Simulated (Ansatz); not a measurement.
Au: levels with and without spin–orbit coupling

```
Au
1.0
     0.00000    2.04550    2.04550
     2.04550    0.00000    2.04550
     2.04550    2.04550    0.00000
Au
1
Direct
  0.00000 0.00000 0.00000
```

The cell comes from COD entry 9013036, which wasn't checked; take it as a given geometry. It was measured hot, at 574 K.

All numbers are computed: DFT, PBE, all-electron LAPW, scalar-relativistic (Ansatz 0.2.0); DFT, PBE, all-electron LAPW, Dirac equation with spin-orbit coupling (Ansatz 0.2.0).

Numerical set-up: a Γ-centred 14×14×14 k mesh, Fermi–Dirac smearing of 0.08 eV, basis error target 0.25 meV/atom, no spin polarisation.

Levels between -8 and 5 eV, each run counted from its own valence-band top where it has a gap, else its Fermi level. Scalar levels are listed once for both spins; with the coupling every spinor state is counted. Levels near the edges of the range can cross them.

(1) At Γ (0.000, 0.000, 0.000) the scalar-relativistic levels are -4.64 (×3), -3.13 (×2). What are they with spin–orbit coupling?

Results:

(1) -5.34 (×4), -4.15 (×2), -2.94 (×4).
